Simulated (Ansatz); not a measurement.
System: wurtzite BeO. Method: BLYP in Ansatz (plane waves, PAW).

Settings: plane-wave cutoff 520 eV, 18×18×8 k mesh (along the axes of the cell as run), Fermi–Dirac smearing 0.01 eV, scalar-relativistic PAW data made under PBE.

Cell (measured lattice):

```cif
data_Be2O2
_chemical_formula_sum 'Be2 O2'
_space_group_name_H-M_alt 'P 1'
_space_group_IT_number 1
_cell_length_a 2.69800
_cell_length_b 2.69800
_cell_length_c 4.38000
_cell_angle_alpha 90.000
_cell_angle_beta 90.000
_cell_angle_gamma 120.000
loop_
_space_group_symop_operation_xyz
  'x, y, z'
loop_
_atom_site_label
_atom_site_type_symbol
_atom_site_fract_x
_atom_site_fract_y
_atom_site_fract_z
_atom_site_occupancy
Be1 Be 0.66667 0.33333 0.50000 1
Be2 Be 0.33333 0.66667 0.00000 1
O1 O 0.66667 0.33333 0.87800 1
O2 O 0.33333 0.66667 0.37800 1
```

Question: Give the computed band gap and width of the whole s-p valence band.

Answer: 
band gap: 7.98 eV (direct)
width of the whole s-p valence band: 18.58 eV

Measured, for comparison: band gap 11.29 eV (zero-point renormalisation of 699 meV (computed, non-adiabatic AHC, without the lattice-expansion part) added back here; inputs from Miglio et al. (2020), arXiv:2011.12765). Computed (rounded) less measured: band gap -3.31 eV.

Note: cell and atoms aren't relaxed at this level (pressure 6.7 GPa).

The computed numbers hold no vibrational or temperature effects.

Ansatz is a first-principles code.
